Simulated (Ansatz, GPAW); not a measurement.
# Ru: 3 runs at one level of theory

```
Ru
1.0
     2.70580    0.00000    0.00000
    -1.35290    2.34329    0.00000
     0.00000    0.00000    4.28190
Ru
2
Cartesian
  1.3529 0.7811 3.2114
  0.0000 1.5622 1.0705
```

Alike in all runs: task single point; functional PBE; k mesh 11 × 11 × 6; occupations gaussian, width 0.012 eV; no spin polarisation; no spin-orbit coupling. Pressure is positive in compression and, in plane waves, holds the error of the finite cutoff, which Ansatz's Pulay term estimates and takes out.

```csv
program and potentials,plane-wave cutoff (eV),notes,pressure (GPa)
"Ansatz, Ansatz PAW",420,Pulay term of +0.07 GPa included,4.50
"GPAW, GPAW PAW data sets (gpaw-data 1.2.1)",600,-,3.57
"Ansatz, all-electron LAPW, scalar-relativistic",-,-,4.44
```

The pressure spans 3.57 (GPAW, GPAW PAW data sets (gpaw-data 1.2.1)) to 4.50 GPa (Ansatz, Ansatz PAW), with all-electron results at 4.44.

Differences between rows come from potentials, basis sets and numerical settings, since the functional is the same but for its coding. Runs on potential files found faulty are left out.

All three runs place this hcp cell under compression, so PBE would prefer a somewhat larger volume. Since the cell lies close to the measured lattice of ruthenium, this fits the known tendency of PBE to underbind the later 4d metals slightly, its gradient correction favouring the more inhomogeneous density of an expanded lattice. The pressure reaches several GPa because ruthenium is very stiff: its d band is filled largely through the bonding states, and even a small mismatch in volume is costly. The pressure therefore points to a modest error in the lattice constants, not to a poor description of the bonding.

The Ansatz PAW value of 4.50 GPa nearly reproduces the all-electron 4.44 GPa, whereas GPAW gives a lower 3.57 GPa, perhaps through its data set or remaining basis error. In so stiff a metal this gap, too, corresponds to only a small shift in equilibrium volume. A single pressure doesn't show how the expansion would divide between the a and c axes.
